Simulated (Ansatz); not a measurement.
**Sc under changes of volume**

One of the cells (25.253 Å³/atom); the others are scaled copies at fixed shape and fractional positions:

```
Sc
1.0
    -1.91721    1.91721    1.71760
     1.91721   -1.91721    1.71760
     1.91721    1.91721   -1.71760
Sc
1
Cartesian
  0.0000 0.0000 0.0000
```

This isn't the form of Sc at room conditions, which is hcp.

- Program: Ansatz 0.2.0
- Functional: PBE
- Potentials or basis: Ansatz PAW
- Cutoff: 420 eV (not typed: the program's choice for these potentials)
- k mesh: 10 × 10 × 10
- Occupations: fermi-dirac, width 0.05 eV
- Spin: no spin polarisation

```tsv
volume (Å³/atom)	energy over the lowest point (meV/atom)	pressure (GPa)
23.738	8.05	2.6
24.243	2.21	1.3
24.748	0.00	0.2
25.253	1.15	-0.8
25.758	5.40	-1.7
26.264	?	?
26.769	22.20	-3.4
```

Question: What does the run at 26.264 Å³/atom give?

Answer: Energy over the lowest point 12.49 meV/atom; pressure -2.6 GPa.

Worked out: A Birch-Murnaghan fit of order 3 (a polynomial in V^(-2/3)) to the other rows has its minimum at 24.82 Å³/atom with B0 = V·E''(V) = 52 GPa and B' = 3.1 at fixed shape and positions, which overstates the stiffness. It gives 12.50 meV/atom at 26.264 Å³/atom, against the run's 12.49, and -dE/dV = -2.7 GPa, against -2.6.

Energies are extrapolated to zero smearing.
